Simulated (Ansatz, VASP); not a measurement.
Two plane-wave programs on HfO2

```
Hf O
1.0
     5.51910    0.00000    0.00000
     0.00000    3.31122    0.00000
     0.00000    0.00000    6.46134
Hf O
4 8
Direct
  0.74868 0.75000 0.60787
  0.25132 0.25000 0.39213
  0.24868 0.75000 0.89213
  0.75132 0.25000 0.10787
  0.63950 0.25000 0.42340
  0.36050 0.75000 0.57660
  0.13950 0.25000 0.07660
  0.86050 0.75000 0.92340
  0.52079 0.25000 0.84145
  0.47921 0.75000 0.15855
  0.02079 0.25000 0.65855
  0.97921 0.75000 0.34145
```

Change from the starting cell: volume scaled by 0.98.

Alike in both runs: task single point; functional PBE; k mesh 5 × 8 × 4; occupations fermi-dirac, width 0.05 eV; no spin polarisation.

|  | VASP | Ansatz |
| --- | --- | --- |
| version | VASP 6.6.1 | Ansatz 0.2.0 |
| potentials or method | VASP PAW PBE potentials, release 64 (Hf_pv, O) | Ansatz PAW |
| plane-wave cutoff (eV) | 520 | 420 |
| valence electrons in the cell | 88 | 152 |

Ansatz gave:

| Property | Result |
| --- | --- |
| gap on the k mesh at the Fermi level (eV) | 3.50 |
| least direct gap on the mesh (eV) | 3.50 |
| pressure (GPa) | 9.2 |
| largest component of the traceless stress (GPa) | 0.23 |
| rms of the force components (eV/Å) | 0.086 |

Question: Estimate VASP's values.

Answer: gap on the k mesh at the Fermi level (eV): 3.44; least direct gap on the mesh (eV): 3.44; pressure (GPa): 5.3; largest component of the traceless stress (GPa): 0.19; rms of the force components (eV/Å): 0.052.

Atom by atom the forces differ by 0.035 eV/Å (rms over components). The two sets of potentials don't hold the same shells in valence.

Caveats: spin-orbit coupling is left out, which moves the levels of the heavy elements; an odd mesh through Γ misses points on the zone boundary, where band edges often lie (VASP); odd divisions of the mesh miss points on the zone boundary, where band edges often lie, so the gap on the mesh can be too wide (Ansatz); the pressure holds a Pulay correction of +1.0 GPa for the finite cutoff (Ansatz).
